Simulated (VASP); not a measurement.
## Cs2AgBiBr6: relaxation of cell and atoms with LDA

Crystal: Cs2AgBiBr6.

```xyz
10
Lattice="0.0000 5.5040 5.5040 5.5040 0.0000 5.5040 5.5040 5.5040 0.0000" Properties=species:S:1:pos:R:3 pbc="T T T"
Cs    2.7520    2.7520    2.7520
Cs    8.2561    8.2561    8.2561
Ag    5.5040    5.5040    5.5040
Bi    0.0000    0.0000    0.0000
Br    5.5040    2.8118    5.5040
Br    8.1963    5.5040    5.5040
Br    5.5040    8.1963    5.5040
Br    2.8118    5.5040    5.5040
Br    5.5040    5.5040    2.8118
Br    5.5040    5.5040    8.1963
```

```
Program                : VASP 6.6.1
Task                   : relaxation of cell and atoms
Functional             : LDA
Potentials or basis    : VASP PAW LDA potentials, release 64 (Cs_sv, Ag, Bi_d, Br)
Cutoff                 : 600 eV
k mesh                 : 4 × 4 × 4
Occupations            : gaussian, width 0.03 eV
Spin                   : no spin polarisation
Further INCAR settings : ALGO = Normal; EDIFF = 1e-07; IBRION = 2; EDIFFG = -0.005; NSW = 90; ISIF = 3
```

```yaml
Relaxed_volume: 33.32 Å³/atom
Relaxed_cell: a = 7.782 Å, b = 7.782 Å, c = 7.782 Å, α = 60.00°, β = 60.00°, γ = 60.00°
Space_group_after_relaxing_to_0.05_Å: Fm-3m (No. 225)
Energy_gained_by_relaxing: 0.0 meV/atom
Ionic_steps: 2
Pressure_after_relaxing: 0.0 GPa
Largest_force_after_relaxing: 0.004 eV/Å
Band_gap_on_the_k_mesh: 0.95 eV, indirect (least direct gap 2.28 eV)
```

Forces in eV/Å, atoms in the order of the input:
```
Cs   0.000  0.000  0.000
Cs   0.000  0.000  0.000
Ag   0.000  0.000  0.000
Bi   0.000  0.000  0.000
Br   0.000  0.004  0.000
Br  -0.004  0.000  0.000
Br   0.000 -0.004  0.000
Br   0.004  0.000  0.000
Br   0.000  0.000  0.004
Br   0.000  0.000 -0.004
```

Final structure:
```xyz
10
Lattice="0.0000 5.5026 5.5026 5.5026 0.0000 5.5026 5.5026 5.5026 0.0000" Properties=species:S:1:pos:R:3 pbc="T T T"
Cs    2.7513    2.7513    2.7513
Cs    8.2539    8.2539    8.2539
Ag    5.5026    5.5026    5.5026
Bi    0.0000    5.5026    5.5026
Br    5.5026    2.8113    5.5026
Br    8.1939    5.5026    5.5026
Br    5.5026    8.1939    5.5026
Br    2.8113    5.5026    5.5026
Br    5.5026    5.5026    2.8113
Br    5.5026    5.5026    8.1939
```

Levels at points of the mesh, in eV from the valence-band top:
| k point | band 41 | band 42 | band 43 | band 44 | band 45 | band 46 |
| --- | --- | --- | --- | --- | --- | --- |
| (0.00, 0.00, 0.00) | -1.41 | -0.69 | -0.69 | 1.88 | 1.88 | 1.88 |
| (0.50, 0.00, 0.00) | -1.71 | -1.40 | -1.40 | 0.95 | 3.51 | 3.51 |
| (0.50, 0.50, 0.00) | -1.44 | -0.70 | 0.00 | 2.46 | 2.46 | 2.87 |

Run time: 2.1 min on 2 MPI ranks on AMD EPYC 9R45 (Zen 5), with other jobs on the host, peak memory 0.51 GiB a rank.

Caveat: spin-orbit coupling is left out, which as a rule narrows the gap of such compounds by several tenths of an eV. As with any semilocal functional, this LDA gap is likely too small.
